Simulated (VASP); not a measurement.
# K in VASP: reference runs

How does K come out in PBE? The cell is run as given.

All numbers are computed with VASP 6.6.1; they aren't measurements. Logs are shortened: lines on timing, memory, paths and dates and some standing lists are left out, and cuts for length are marked.

**1. The undisturbed crystal**

The cell holds a slab with vacuum, 3 atoms: a = 4.725 Å, b = 4.725 Å, c = 22.812 Å, α = 90.00°, β = 90.00°, γ = 117.88°.

The slab is cut from a database's or a generator's crystal, which needn't be the stable form of the element.

**2. Single point, PBE (the (0 0 1) slab of K, cut from the database cell, not relaxed)**

The input, INCAR:

```
SYSTEM = K
PREC     = Accurate       ! precision mode
ENCUT    = 520            ! plane-wave cutoff, eV
EDIFF    = 1E-7           ! SCF threshold, eV
ISMEAR   = -1             ! smearing method
SIGMA    = 0.05           ! smearing width, eV
LREAL    = .False.        ! projectors in reciprocal space
LASPH    = .True.         ! aspherical terms in the spheres
NELM     = 100            ! most SCF steps
ALGO     = Normal         ! electronic algorithm
ISIF     = 2              ! what is computed and relaxed
LWAVE    = .False.        ! write WAVECAR
LCHARG   = .False.        ! write CHGCAR
LDIPOL   = .True.       
IDIPOL   = 3            
DIPOL    = 0.5 0.5 0.500
GGA      = PE             ! functional
NBANDS   = 20             ! bands
```

The input, KPOINTS:

```
regular mesh
0
Gamma
  7 7 1
  0 0 0
```

The input, POSCAR:

```
K
1.0
    4.7251254772      0.0000000000      0.0000000000
   -2.2093571875      4.1767872334      0.0000000000
    0.0000000000      0.0000000000     22.8117980100
K
3
Direct
    0.1793869800      0.8206130200      0.3287772405
    0.8206130200      0.1793869800      0.5000000000
    0.1793869800      0.8206130200      0.6712227595
```

Potentials or basis: VASP PAW PBE potentials, release 64 (K_sv).

Command:

```console
$ cat potpaw_PBE.64/K_sv/POTCAR > POTCAR
$ mpirun -np 1 vasp_std > vasp.out
```

OUTCAR:

```text
SYSTEM = K
   PREC = Accurate
   ENCUT = 520
   EDIFF = 1E-7
   ISMEAR = -1
   LREAL = .False.
   LASPH = .True.
   NELM = 100
   ISIF = 2
   GGA = PE

 ion  position               nearest neighbor table
   1  0.179  0.821  0.329-
   2  0.821  0.179  0.500-
   3  0.179  0.821  0.671-

  LATTYP: Found a base centered orthorhombic cell.
 ALAT       =     4.8759247000
 B/A-ratio  =     1.6602432150
 C/A-ratio  =     4.6784557624

  Lattice vectors:

 A1 = (   4.7251254772,   0.0000000000,   0.0000000000)
 A2 = (  -2.2093571875,   4.1767872334,   0.0000000000)
 A3 = (   0.0000000000,   0.0000000000,  22.8117980100)

Analysis of symmetry for initial positions (statically):
=====================================================================
 Subroutine PRICEL returns:
 Original cell was already a primitive cell.

 Routine SETGRP: Setting up the symmetry group for a
 base centered orthorhombic supercell.

 Subroutine GETGRP returns: Found  4 space group operations
 (whereof  4 operations were pure point group operations)
 out of a pool of  8 trial point group operations.

The static configuration has the point symmetry C_2v.

Analysis of symmetry for dynamics (positions and initial velocities):
=====================================================================
 Subroutine PRICEL returns:
 Original cell was already a primitive cell.

 Routine SETGRP: Setting up the symmetry group for a
 base centered orthorhombic supercell.

 Subroutine GETGRP returns: Found  4 space group operations
 (whereof  4 operations were pure point group operations)
 out of a pool of  8 trial point group operations.

The dynamic configuration has the point symmetry C_2v.

 Subroutine INISYM returns: Found  4 space group operations
 (whereof  4 operations are pure point group operations),
 and found     1 'primitive' translations

----------------------------------------------------------------------------------------

                                     Primitive cell

  volume of cell :     450.2101

  direct lattice vectors                    reciprocal lattice vectors
     4.725125477  0.000000000  0.000000000     0.211634591  0.111946427  0.000000000
    -2.209357188  4.176787233  0.000000000     0.000000000  0.239418468  0.000000000
     0.000000000  0.000000000 22.811798010     0.000000000  0.000000000  0.043836965

  length of vectors
     4.725125477  4.725125477 22.811798010     0.239418468  0.239418468  0.043836965

  position of ions in fractional coordinates (direct lattice)
     0.179386980  0.820613020  0.328777241
     0.820613020  0.179386980  0.500000000
     0.179386980  0.820613020  0.671222759

  ion indices of the primitive-cell ions
   primitive index   ion index
                 1           1
                 2           2
                 3           3

----------------------------------------------------------------------------------------

 KPOINTS: regular mesh

Automatic generation of k-mesh.
 Grid dimensions read from file:
 generate k-points for:    7    7    1

 Generating k-lattice:

  Cartesian coordinates                     Fractional coordinates (reciprocal lattice)
     0.030233513  0.015992347  0.000000000     0.142857143  0.000000000  0.000000000
     0.000000000  0.034202638  0.000000000     0.000000000  0.142857143  0.000000000
     0.000000000  0.000000000  0.043836965     0.000000000  0.000000000  1.000000000

  Length of vectors
     0.034202638  0.034202638  0.043836965

  Shift w.r.t. Gamma in fractional coordinates (k-lattice)
     0.000000000  0.000000000  0.000000000

 Subroutine IBZKPT returns following result:
 ===========================================

 Found     16 irreducible k-points:

 Following reciprocal coordinates:
            Coordinates               Weight
  0.000000  0.000000  0.000000      1.000000
  0.142857  0.000000  0.000000      4.000000
  0.285714  0.000000  0.000000      4.000000
  0.428571  0.000000  0.000000      4.000000
  0.142857  0.142857  0.000000      2.000000
  0.285714  0.142857  0.000000      4.000000
[... 8 lines left out ...]
  0.428571  0.428571  0.000000      2.000000
 -0.428571  0.428571  0.000000      2.000000
   k-points           NKPTS =     16   k-points in BZ     NKDIM =     16   number of bands    NBANDS=     20
   number of dos      NEDOS =    301   number of ions     NIONS =      3
   total plane-waves  NPLWV = 233280
   dimension x,y,z NGX =    36 NGY =   36 NGZ =  180
   dimension x,y,z NGXF=    72 NGYF=   72 NGZF=  360
   ions per type =               3
   NGX,Y,Z   is equivalent  to a cutoff of  12.67, 12.67, 13.12 a.u.
   NGXF,Y,Z  is equivalent  to a cutoff of  25.33, 25.33, 26.24 a.u.
 SYSTEM =  K
   PREC   = accura    normal or accurate (medium, high low for compatibility)
   ISTART =      0    job   : 0-new  1-cont  2-samecut
   ICHARG =      2    charge: 1-file 2-atom 10-const
   ISPIN  =      1    spin polarized calculation?
   LNONCOLLINEAR =      F non collinear calculations
   LSORBIT =      F    spin-orbit coupling
   LASPH  =      T    aspherical Exc in radial PAW
   ENCUT  =  520.0 eV  38.22 Ry    6.18 a.u.   8.79  8.79 42.41*2*pi/ulx,y,z
   NELM   =    100;   NELMIN=  2; NELMDL= -5     # of ELM steps
   EDIFF  = 0.1E-06   stopping-criterion for ELM
   LREAL  =      F    real-space projection
   EDIFFG = 0.1E-05   stopping-criterion for IOM
   NSW    =      0    number of steps for IOM
   IBRION =     -1    ionic relax: 0-MD 1-quasi-New 2-CG
   NFREE  =      0    steps in history (QN), initial steepest desc. (CG)
   ISIF   =      2    stress and relaxation
   ISYM   =      2    0-nonsym 1-usesym 2-fastsym
   POTIM  = 0.5000    time-step for ionic-motion
   TEBEG  =    0.0;   TEEND  =   0.0 temperature during run
   PSTRESS=    0.0 pullay stress
   NELECT =      27.0000    total number of electrons
   NUPDOWN=      -1.0000    fix difference up-down
   EMIN   =  10.00;   EMAX   =-10.00  energy-range for DOS
   EFERMI =   0.00;   METHOD = LEGACY
   ISMEAR =    -1;   SIGMA  =   0.05  broadening in eV -4-tet -1-fermi 0-gaus
   EFERMI_NEDOS =   21; number of points for ismear=-14 and -15
   IALGO  =     38    algorithm
   IMIX   =      4    mixing-type and parameters
     AMIX     =   0.40;   BMIX     =  1.00
     AMIX_MAG =   1.60;   BMIX_MAG =  1.00
  volume/ion in A,a.u.               =     150.07      1012.72
  Fermi-wavevector in a.u.,A,eV,Ry     =   0.640803  1.210942  5.586935  0.410628
  Thomas-Fermi vector in A             =   1.706931
   LORBIT       =      0    0 simple, 1 ext, 2 COOP (PROOUT), +10 PAW based schemes
   GGA     = PE    functional components
[... 5 lines left out ...]
 non-spin polarized calculation
  energy-cutoff  :      520.00
  volume of cell :      450.21
 maximum number of plane-waves:     12152
   NGX = 17   NGY = 17   NGZ = 85

 dipolmoment           0.000000      0.000000      0.000000 electrons x Angstroem

 number of electron      27.0000000 magnetization

 dipolmoment           0.000000      0.000000     -0.000000 electrons x Angstroem

 Free energy of the ion-electron system (eV)
  ---------------------------------------------------
  ext. energy  EPLUGINS =         0.00000000
  ---------------------------------------------------
  free energy    TOTEN  =        -2.89728567 eV

  energy without entropy =       -2.87471391  energy(sigma->0) =       -2.88599979

 E-fermi :  -1.2061     XC(G=0):  -3.4062

 val. band max:       -1.2249598103   @ k =  -0.4286   0.2857   0.0000
 cond. band min:      -1.1768635831   @ k =   0.1429   0.1429   0.0000
 fundamental gap:      0.0480962272
 Fermi energy:        -1.2061175439

 k-point     1 :       0.0000    0.0000    0.0000
  band No.  band energies     occupation
      1     -33.5231      2.00000
      2     -33.5231      2.00000
      3     -33.3812      2.00000
      4     -17.0208      2.00000
      5     -17.0186      2.00000
      6     -16.9727      2.00000
[... 12 lines left out ...]
     19       1.1698      0.00000
     20       2.3392      0.00000

 k-point     2 :       0.1429    0.0000    0.0000
  band No.  band energies     occupation
      1     -33.5227      2.00000
      2     -33.5227      2.00000
      3     -33.3809      2.00000
      4     -17.0194      2.00000
      5     -17.0177      2.00000
      6     -16.9803      2.00000
[... 12 lines left out ...]
     19       1.3087      0.00000
     20       2.0494      0.00000

 k-point     3 :       0.2857    0.0000    0.0000
  band No.  band energies     occupation
      1     -33.5220      2.00000
      2     -33.5220      2.00000
      3     -33.3801      2.00000
      4     -17.0163      2.00000
      5     -17.0159      2.00000
      6     -16.9982      2.00000
[... 12 lines left out ...]
     19       1.1844      0.00000
     20       1.5454      0.00000

 k-point     4 :       0.4286    0.0000    0.0000
  band No.  band energies     occupation
      1     -33.5213      2.00000
      2     -33.5213      2.00000
      3     -33.3795      2.00000
      4     -17.0144      2.00000
      5     -17.0138      2.00000
      6     -17.0124      2.00000
[... 12 lines left out ...]
     19       0.7749      0.00000
     20       1.4355      0.00000

 k-point     5 :       0.1429    0.1429    0.0000
  band No.  band energies     occupation
      1     -33.5222      2.00000
      2     -33.5222      2.00000
      3     -33.3804      2.00000
      4     -17.0172      2.00000
      5     -17.0165      2.00000
      6     -16.9898      2.00000
[... 12 lines left out ...]
     19       1.3933      0.00000
     20       1.5163      0.00000

 k-point     6 :       0.2857    0.1429    0.0000
  band No.  band energies     occupation
      1     -33.5215      2.00000
      2     -33.5215      2.00000
      3     -33.3797      2.00000
      4     -17.0148      2.00000
      5     -17.0144      2.00000
      6     -17.0035      2.00000
[... 12 lines left out ...]
     19       0.9228      0.00000
     20       1.4485      0.00000

 k-point     7 :       0.4286    0.1429    0.0000
  band No.  band energies     occupation
      1     -33.5211      2.00000
      2     -33.5211      2.00000
      3     -33.3793      2.00000
      4     -17.0139      2.00000
      5     -17.0130      2.00000
      6     -17.0119      2.00000
[... 12 lines left out ...]
     19       0.8220      0.00000
     20       1.2406      0.00000
[... 93 lines left out ...]
 k-point    12 :       0.4286    0.2857    0.0000
  band No.  band energies     occupation
      1     -33.5209      2.00000
      2     -33.5209      2.00000
      3     -33.3790      2.00000
      4     -17.0132      2.00000
      5     -17.0125      2.00000
      6     -17.0089      2.00000
[... 12 lines left out ...]
     19       0.8664      0.00000
     20       0.9486      0.00000

 k-point    13 :      -0.4286    0.2857    0.0000
  band No.  band energies     occupation
      1     -33.5212      2.00000
      2     -33.5212      2.00000
      3     -33.3793      2.00000
      4     -17.0140      2.00000
      5     -17.0139      2.00000
      6     -17.0087      2.00000
[... 12 lines left out ...]
     19       0.8670      0.00000
     20       1.5091      0.00000

 k-point    14 :      -0.2857    0.2857    0.0000
  band No.  band energies     occupation
      1     -33.5217      2.00000
      2     -33.5217      2.00000
      3     -33.3799      2.00000
      4     -17.0159      2.00000
      5     -17.0151      2.00000
      6     -17.0000      2.00000
[... 12 lines left out ...]
     19       1.3323      0.00000
     20       1.5852      0.00000

 k-point    15 :       0.4286    0.4286    0.0000
  band No.  band energies     occupation
      1     -33.5208      2.00000
      2     -33.5208      2.00000
      3     -33.3789      2.00000
      4     -17.0154      2.00000
      5     -17.0149      2.00000
      6     -17.0129      2.00000
[... 12 lines left out ...]
     19       0.8450      0.00000
     20       1.3088      0.00000

 k-point    16 :      -0.4286    0.4286    0.0000
  band No.  band energies     occupation
      1     -33.5209      2.00000
      2     -33.5209      2.00000
      3     -33.3791      2.00000
      4     -17.0160      2.00000
      5     -17.0153      2.00000
      6     -17.0132      2.00000
[... 12 lines left out ...]
     19       0.8181      0.00000
     20       1.5311      0.00000

------------------------ aborting loop because EDIFF is reached ----------------------------------------

 vacuum level on the upper side and lower side of the slab       (xc-potential included)        -0.373        -0.373

  FORCE on cell =-STRESS in cart. coord.  units (eV):
  Direction    XX          YY          ZZ          XY          YZ          ZX
  --------------------------------------------------------------------------------------
  -------------------------------------------------------------------------------------
  Total       -0.2594497     -0.3307734     -0.2637929     -0.0674187      0.0000000      0.0000000
  in kB       -0.9233121     -1.1771340     -0.9387684     -0.2399251      0.0000000      0.0000000
  external PRESSURE =      -1.0130715 kB  Pullay stress =       0.0000000 kB

 VOLUME and BASIS-vectors are now :
 -----------------------------------------------------------------------------
  energy-cutoff  :      520.00
  volume of cell :      450.21
      direct lattice vectors                 reciprocal lattice vectors
     4.725125477  0.000000000  0.000000000     0.211634591  0.111946427  0.000000000
    -2.209357188  4.176787233  0.000000000     0.000000000  0.239418468  0.000000000
     0.000000000  0.000000000 22.811798010     0.000000000  0.000000000  0.043836965

 POSITION                                       TOTAL-FORCE (eV/Angst)
 -----------------------------------------------------------------------------------
     -0.96540      3.42753      7.50000        -0.000810      0.000488      0.031136
      3.48117      0.74926     11.40590         0.001619     -0.000975      0.000000
     -0.96540      3.42753     15.31180        -0.000810      0.000488     -0.031136
 -----------------------------------------------------------------------------------
    total drift:                               -0.000037      0.000023      0.000000

  FREE ENERGIE OF THE ION-ELECTRON SYSTEM (eV)
  ---------------------------------------------------
  free  energy   TOTEN  =        -2.8972856730 eV

  energy  without entropy=       -2.8747139110  energy(sigma->0) =       -2.88599979

 vacuum level on the upper side and lower side of the slab         0.840         0.840
```

Wall time 8.7 min (1 thread of AMD EPYC, shared host); peak memory 0.51 GiB.

What came out:

- Free energy: -2.8973 eV
- Largest force: 0.031 eV/Å
- Band gap on the k mesh: none (metal or under the smearing width)

Forces in eV/Å, atoms in the order of the input:
```
K   -0.001  0.000  0.031
K    0.002 -0.001  0.000
K   -0.001  0.000 -0.031
```

Levels at points of the mesh, in eV from the Fermi level:
| k point | band 11 | band 12 | band 13 | band 14 | band 15 | band 16 | band 17 | band 18 |
| --- | --- | --- | --- | --- | --- | --- | --- | --- |
| (0.00, 0.00, 0.00) | -15.64 | -15.63 | -1.92 | -1.38 | -0.52 | 0.58 | 1.29 | 2.17 |
